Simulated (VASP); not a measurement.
# AlO2 (Pnma) in VASP: electric field gradients with PBE

Aim: the electric field gradients of AlO2 with PBE.

All numbers are computed with VASP 6.6.1; they aren't measurements. Logs are shortened: lines on timing, memory, paths and dates and some standing lists are left out, and cuts for length are marked.

**1. The crystal as given**

It takes space group Pnma (No. 62, orthorhombic). Conventional cell: a = 9.440 Å, b = 2.840 Å, c = 4.420 Å, α = 90.00°, β = 90.00°, γ = 90.00°. Al (site symmetry m) is surrounded by 6 O at 1.84 to 2.02 Å. O (site symmetry m) is surrounded by 3 Al at 1.84 to 1.86 Å. Around O (site symmetry m) lie 3 Al at 1.98 to 2.02 Å.

**2. Electric field gradients, PBE**

The input, INCAR:

```
SYSTEM = AlO2
PREC = Accurate
ENCUT = 520
EDIFF = 1E-8
ISMEAR = -1
SIGMA = 0.05
LREAL = .False.
LASPH = .True.
NELM = 100
ALGO = Fast
ISIF = 2
LWAVE = .False.
LCHARG = .False.
GGA = PE
LEFG = .True.
NBANDS = 42
```

The input, KPOINTS:

```
regular mesh
0
Gamma
  4 11 7
  0 0 0
```

The input, POSCAR:

```
AlO2
1.0
    9.4400000000      0.0000000000      0.0000000000
    0.0000000000      2.8400000000      0.0000000000
    0.0000000000      0.0000000000      4.4200000000
Al O
4 8
Direct
    0.1460000000      0.2500000000      0.9520000000
    0.8540000000      0.7500000000      0.0480000000
    0.3540000000      0.7500000000      0.4520000000
    0.6460000000      0.2500000000      0.5480000000
    0.8010000000      0.2500000000      0.2870000000
    0.1990000000      0.7500000000      0.7130000000
    0.6990000000      0.7500000000      0.7870000000
    0.3010000000      0.2500000000      0.2130000000
    0.9440000000      0.2500000000      0.8020000000
    0.0560000000      0.7500000000      0.1980000000
    0.5560000000      0.7500000000      0.3020000000
    0.4440000000      0.2500000000      0.6980000000
```

Potentials or basis: VASP PAW PBE potentials, release 64 (Al, O).

The run is started by

```bash
$ cat potpaw_PBE.64/Al/POTCAR potpaw_PBE.64/O/POTCAR > POTCAR
$ mpirun -np 1 vasp_std > vasp.out
```

OUTCAR:

```text
SYSTEM = AlO2
   PREC = Accurate
   ENCUT = 520
   EDIFF = 1E-8
   ISMEAR = -1
   LREAL = .False.
   LASPH = .True.
   NELM = 100
   ISIF = 2
   GGA = PE

 ion  position               nearest neighbor table
   1  0.146  0.250  0.952-   6 1.84   6 1.84   8 1.86  10 1.98  10 1.98   9 2.02   2 3.13   2 3.13
                             3 3.28   3 3.28   3 3.28   3 3.28
   2  0.854  0.750  0.048-   5 1.84   5 1.84   7 1.86   9 1.98   9 1.98  10 2.02   1 3.13   1 3.13
                             4 3.28   4 3.28   4 3.28   4 3.28
   3  0.354  0.750  0.452-   8 1.84   8 1.84   6 1.86  12 1.98  12 1.98  11 2.02   4 3.13   4 3.13
                             1 3.28   1 3.28   1 3.28   1 3.28
   4  0.646  0.250  0.548-   7 1.84   7 1.84   5 1.86  11 1.98  11 1.98  12 2.02   3 3.13   3 3.13
                             2 3.28   2 3.28   2 3.28   2 3.28
   5  0.801  0.250  0.287-   2 1.84   2 1.84   4 1.86
   6  0.199  0.750  0.713-   1 1.84   1 1.84   3 1.86
   7  0.699  0.750  0.787-   4 1.84   4 1.84   2 1.86
   8  0.301  0.250  0.213-   3 1.84   3 1.84   1 1.86
   9  0.944  0.250  0.802-   2 1.98   2 1.98   1 2.02
  10  0.056  0.750  0.198-   1 1.98   1 1.98   2 2.02
  11  0.556  0.750  0.302-   4 1.98   4 1.98   3 2.02
  12  0.444  0.250  0.698-   3 1.98   3 1.98   4 2.02

  LATTYP: Found a simple orthorhombic cell.
 ALAT       =     2.8400000000
 B/A-ratio  =     1.5563380282
 C/A-ratio  =     3.3239436620

  Lattice vectors:

 A1 = (   0.0000000000,   2.8400000000,   0.0000000000)
 A2 = (   0.0000000000,   0.0000000000,   4.4200000000)
 A3 = (   9.4400000000,   0.0000000000,   0.0000000000)

Analysis of symmetry for initial positions (statically):
=====================================================================
 Subroutine PRICEL returns:
 Original cell was already a primitive cell.

 Routine SETGRP: Setting up the symmetry group for a
 simple orthorhombic supercell.

 Subroutine GETGRP returns: Found  8 space group operations
 (whereof  2 operations were pure point group operations)
 out of a pool of  8 trial point group operations.

The static configuration has the point symmetry S_2 .
 The point group associated with its full space group is D_2h.

Analysis of symmetry for dynamics (positions and initial velocities):
=====================================================================
 Subroutine PRICEL returns:
 Original cell was already a primitive cell.

 Routine SETGRP: Setting up the symmetry group for a
 simple orthorhombic supercell.

 Subroutine GETGRP returns: Found  8 space group operations
 (whereof  2 operations were pure point group operations)
 out of a pool of  8 trial point group operations.

The dynamic configuration has the point symmetry S_2 .
 The point group associated with its full space group is D_2h.

 Subroutine INISYM returns: Found  8 space group operations
 (whereof  2 operations are pure point group operations),
 and found     1 'primitive' translations

----------------------------------------------------------------------------------------

                                     Primitive cell

  volume of cell :     118.4984

  direct lattice vectors                    reciprocal lattice vectors
     9.440000000  0.000000000  0.000000000     0.105932203  0.000000000  0.000000000
     0.000000000  2.840000000  0.000000000     0.000000000  0.352112676  0.000000000
     0.000000000  0.000000000  4.420000000     0.000000000  0.000000000  0.226244344

  length of vectors
     9.440000000  2.840000000  4.420000000     0.105932203  0.352112676  0.226244344

  position of ions in fractional coordinates (direct lattice)
     0.146000000  0.250000000  0.952000000
     0.854000000  0.750000000  0.048000000
     0.354000000  0.750000000  0.452000000
     0.646000000  0.250000000  0.548000000
     0.801000000  0.250000000  0.287000000
     0.199000000  0.750000000  0.713000000
     0.699000000  0.750000000  0.787000000
     0.301000000  0.250000000  0.213000000
     0.944000000  0.250000000  0.802000000
     0.056000000  0.750000000  0.198000000
     0.556000000  0.750000000  0.302000000
     0.444000000  0.250000000  0.698000000

  ion indices of the primitive-cell ions
   primitive index   ion index
                 1           1
                 2           2
                 3           3
                 4           4
                 5           5
                 6           6
                 7           7
                 8           8
                 9           9
                10          10
                11          11
                12          12

----------------------------------------------------------------------------------------

 KPOINTS: regular mesh

[... 68 lines left out ...]
   LREAL  =      F    real-space projection
   EDIFFG = 0.1E-06   stopping-criterion for IOM
   NSW    =      0    number of steps for IOM
   IBRION =     -1    ionic relax: 0-MD 1-quasi-New 2-CG
   NFREE  =      0    steps in history (QN), initial steepest desc. (CG)
   ISIF   =      2    stress and relaxation
   ISYM   =      2    0-nonsym 1-usesym 2-fastsym
   POTIM  = 0.5000    time-step for ionic-motion
   TEBEG  =    0.0;   TEEND  =   0.0 temperature during run
   PSTRESS=    0.0 pullay stress
   NELECT =      60.0000    total number of electrons
   NUPDOWN=      -1.0000    fix difference up-down
   EMIN   =  10.00;   EMAX   =-10.00  energy-range for DOS
   EFERMI =   0.00;   METHOD = LEGACY
   ISMEAR =    -1;   SIGMA  =   0.05  broadening in eV -4-tet -1-fermi 0-gaus
   EFERMI_NEDOS =   21; number of points for ismear=-14 and -15
   IALGO  =     68    algorithm
   IMIX   =      4    mixing-type and parameters
     AMIX     =   0.40;   BMIX     =  1.00
     AMIX_MAG =   1.60;   BMIX_MAG =  1.00
  volume/ion in A,a.u.               =       9.87        66.64
  Fermi-wavevector in a.u.,A,eV,Ry     =   1.304831  2.465774 23.165073  1.702585
  Thomas-Fermi vector in A             =   2.435741
   LORBIT       =      0    0 simple, 1 ext, 2 COOP (PROOUT), +10 PAW based schemes
   GGA     = PE    functional components
   LHFCALC =     F    Hartree Fock is set to
   AEXX    =    0.0000 exact exchange contribution
   IVDW    =     0    specifies the selected vdW correction
   LEPSILON=     F    determine dielectric tensor
   LRPA    =     F    only Hartree local field effects (RPA)
 non-spin polarized calculation
 RMM-DIIS sequential band-by-band and
  energy-cutoff  :      520.00
  volume of cell :      118.50
 maximum number of plane-waves:      3217
   NGX = 35   NGY = 11   NGZ = 17

 number of electron      60.0000010 magnetization

 Free energy of the ion-electron system (eV)
  ---------------------------------------------------
  ext. energy  EPLUGINS =         0.00000000
  ---------------------------------------------------
  free energy    TOTEN  =       -79.38130325 eV

  energy without entropy =      -79.30260006  energy(sigma->0) =      -79.34195165

 E-fermi :   3.2609     XC(G=0): -10.7438

 val. band max:        3.2536101637   @ k =   0.0000   0.2727   0.0000
 cond. band min:       3.2686890142   @ k =   0.5000   0.4545   0.2857
 fundamental gap:      0.0150788504
 Fermi energy:         3.2608589476

 k-point     1 :       0.0000    0.0000    0.0000
  band No.  band energies     occupation
      1     -15.4015      2.00000
      2     -14.7194      2.00000
      3     -14.5336      2.00000
      4     -13.3449      2.00000
      5     -13.3024      2.00000
      6     -13.1774      2.00000
[... 1069 lines left out ...]
     41      16.8950      0.00000
     42      17.0102      0.00000

 [... further k-points ...]

------------------------ aborting loop because EDIFF is reached ----------------------------------------

  FORCE on cell =-STRESS in cart. coord.  units (eV):
  Direction    XX          YY          ZZ          XY          YZ          ZX
  --------------------------------------------------------------------------------------
  -------------------------------------------------------------------------------------
  Total       -1.1950915      3.0266972     -5.5716543      0.0000000      0.0000000      0.0000000
  in kB      -16.1584297     40.9229516    -75.3324587      0.0000000      0.0000000      0.0000000
  external PRESSURE =     -16.8559789 kB  Pullay stress =       0.0000000 kB

 VOLUME and BASIS-vectors are now :
 -----------------------------------------------------------------------------
  energy-cutoff  :      520.00
  volume of cell :      118.50
      direct lattice vectors                 reciprocal lattice vectors
     9.440000000  0.000000000  0.000000000     0.105932203  0.000000000  0.000000000
     0.000000000  2.840000000  0.000000000     0.000000000  0.352112676  0.000000000
     0.000000000  0.000000000  4.420000000     0.000000000  0.000000000  0.226244344

 POSITION                                       TOTAL-FORCE (eV/Angst)
 -----------------------------------------------------------------------------------
      1.37824      0.71000      4.20784        -0.720334     -0.000000      0.397266
      8.06176      2.13000      0.21216         0.720334     -0.000000     -0.397266
      3.34176      2.13000      1.99784         0.720334     -0.000000      0.397266
      6.09824      0.71000      2.42216        -0.720334     -0.000000     -0.397266
      7.56144      0.71000      1.26854        -0.405615     -0.000000      0.510136
      1.87856      2.13000      3.15146         0.405615     -0.000000     -0.510136
      6.59856      2.13000      3.47854         0.405615      0.000000      0.510136
      2.84144      0.71000      0.94146        -0.405615     -0.000000     -0.510136
      8.91136      0.71000      3.54484         0.383318     -0.000000      1.160666
      0.52864      2.13000      0.87516        -0.383318      0.000000     -1.160666
      5.24864      2.13000      1.33484        -0.383318      0.000000      1.160666
      4.19136      0.71000      3.08516         0.383318     -0.000000     -1.160666
 -----------------------------------------------------------------------------------
    total drift:                                0.000000     -0.000000     -0.000000

  FREE ENERGIE OF THE ION-ELECTRON SYSTEM (eV)
  ---------------------------------------------------
  free  energy   TOTEN  =       -79.3813032482 eV

  energy  without entropy=      -79.3026000580  energy(sigma->0) =      -79.34195165

 Electric field gradients (V/A^2)
---------------------------------------------------------------------
 ion       V_xx      V_yy      V_zz      V_xy      V_xz      V_yz
---------------------------------------------------------------------
   1       8.021   -12.047     4.026    -0.000     1.644    -0.000
   2       8.021   -12.047     4.026     0.000     1.644    -0.000
   3       8.021   -12.047     4.026    -0.000    -1.644     0.000
   4       8.021   -12.047     4.026     0.000    -1.644    -0.000
   5       4.326   -27.442    23.116     0.000    19.833     0.000
   6       4.326   -27.442    23.116     0.000    19.833    -0.000
   7       4.326   -27.442    23.116     0.000   -19.833     0.000
   8       4.326   -27.442    23.116     0.000   -19.833    -0.000
   9     -32.814   -59.381    92.196     0.000    86.208    -0.000
  10     -32.814   -59.381    92.196     0.000    86.208    -0.000
  11     -32.814   -59.381    92.196     0.000   -86.208     0.000
  12     -32.814   -59.381    92.196     0.000   -86.208     0.000
---------------------------------------------------------------------

 Electric field gradients after diagonalization (V/A^2)
 (convention: |V_zz| > |V_xx| > |V_yy|)
----------------------------------------------------------------------
 ion       V_xx      V_yy      V_zz     asymmetry (V_yy - V_xx)/ V_zz
----------------------------------------------------------------------
   1       8.610     3.437   -12.047       0.429
   2       8.610     3.437   -12.047       0.429
   3       8.610     3.437   -12.047       0.429
   4       8.610     3.437   -12.047       0.429
   5     -27.442    -8.225    35.667       0.539
   6     -27.442    -8.225    35.667       0.539
   7     -27.442    -8.225    35.667       0.539
   8     -27.442    -8.225    35.667       0.539
   9     -76.793   -59.381   136.174       0.128
  10     -76.793   -59.381   136.174       0.128
  11     -76.793   -59.381   136.174       0.128
  12     -76.793   -59.381   136.174       0.128
----------------------------------------------------------------------

           NMR quadrupolar parameters

 Cq : quadrupolar parameter    Cq=e*Q*V_zz/h
 eta: asymmetry parameters     (V_yy - V_xx)/ V_zz
 Q  : nuclear electric quadrupole moment in mb (millibarn)
----------------------------------------------------------------------
 ion       Cq(MHz)       eta       Q (mb)
----------------------------------------------------------------------
   1      -0.029       0.429       1.000
   2      -0.029       0.429       1.000
   3      -0.029       0.429       1.000
   4      -0.029       0.429       1.000
   5       0.086       0.539       1.000
   6       0.086       0.539       1.000
   7       0.086       0.539       1.000
   8       0.086       0.539       1.000
   9       0.329       0.128       1.000
  10       0.329       0.128       1.000
  11       0.329       0.128       1.000
  12       0.329       0.128       1.000
----------------------------------------------------------------------
```

Run time: 5.2 min. Hardware: 1 thread of AMD EPYC 9R45 (Zen 5), shared host; peak memory 0.36 GiB.

Results:

* Free energy: -79.3813 eV
* Pressure: -1.7 GPa
* Largest force: 1.222 eV/Å
* Band gap on the k mesh: none (metal or under the smearing width)

Forces on the atoms (eV/Å):
```
Al  -0.720  0.000  0.397
Al   0.720  0.000 -0.397
Al   0.720  0.000  0.397
Al  -0.720  0.000 -0.397
O   -0.406  0.000  0.510
O    0.406  0.000 -0.510
O    0.406  0.000  0.510
O   -0.406  0.000 -0.510
O    0.383  0.000  1.161
O   -0.383  0.000 -1.161
O   -0.383  0.000  1.161
O    0.383  0.000 -1.161
```

Stress tensor (GPa, compression positive):
```
-1.62  0.00  0.00
 0.00  4.09  0.00
 0.00  0.00 -7.53
```

Electric field gradients, principal values (V/Å²):
```
atom      Vxx      Vyy      Vzz
1 Al    3.437    8.610  -12.047
2 Al    3.437    8.610  -12.047
3 Al    3.437    8.610  -12.047
4 Al    3.437    8.610  -12.047
 5 O   -8.225  -27.442   35.667
 6 O   -8.225  -27.442   35.667
 7 O   -8.225  -27.442   35.667
 8 O   -8.225  -27.442   35.667
 9 O  -59.381  -76.793  136.174
10 O  -59.381  -76.793  136.174
11 O  -59.381  -76.793  136.174
12 O  -59.381  -76.793  136.174
```

Caveat: forces of over 1 eV/Å show positions far from the minimum, so gaps and moduli don't describe the material at rest.
